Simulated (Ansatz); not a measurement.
A relaxed cell of WS2 is given with its symmetry left out. The cell was found from a structure generator's guess, not taken from experiment.

Method: Ansatz 0.2.0, DFT PBE, scalar-relativistic, plane waves, PAW. Cutoff 420 eV, Γ-centred mesh, Gaussian smearing, no spin polarisation.

```cif
data_structure
_symmetry_space_group_name_H-M 'P 1'
_symmetry_Int_Tables_number 1
_cell_length_a 3.1875
_cell_length_b 3.1874
_cell_length_c 15.2850
_cell_angle_alpha 88.715
_cell_angle_beta 87.786
_cell_angle_gamma 60.008
_cell_volume 134.40
loop_
_atom_site_label
_atom_site_type_symbol
_atom_site_fract_x
_atom_site_fract_y
_atom_site_fract_z
_atom_site_occupancy
W1 W 0.96636 0.41565 0.24863 1
W2 W 0.03364 0.58435 0.75137 1
S1 S 0.61498 0.08025 0.35151 1
S2 S 0.34896 0.91562 0.85424 1
S3 S 0.38502 0.91975 0.64849 1
S4 S 0.65104 0.08438 0.14576 1
```

Formation energies are uncorrected and refer to the elements' standard structures at the same level.

**Question.** What space group does it have?

**Answer.** P-1 (No. 2). Conventional cell: a = 3.187 Å, b = 3.188 Å, c = 15.285 Å, α = 87.8°, β = 88.7°, γ = 60.0°. W is surrounded by 6 S at 2.42 Å; S on its first site has 3 W at 2.42 Å; S on its second site has 3 W at 2.42 Å.

**Question.** How far does it lie from the elements in energy?

**Answer.** −0.832 eV/atom. It lies below the elements, which doesn't yet make it stable against other compounds or structures.

**Question.** Is it a metal?

**Answer.** No, the gap on the 10×10×2 mesh is 1.84 eV.

The last run used a 10×10×2 mesh (in the run's order of axes) for its 6-atom cell and Gaussian smearing of 0.02 eV. No dispersion correction is applied, so the spacing and binding between layers, chains or molecules are poorly described. These runs have no spin–orbit coupling, which can matter for W. Kohn–Sham gaps at this level usually fall short of measured ones. The reference form of S is held partly by dispersion forces, which this level lacks. This cell was reached by moving the atoms of another relaxed cell at random and relaxing again, last within the group found; it had no such test of its own.
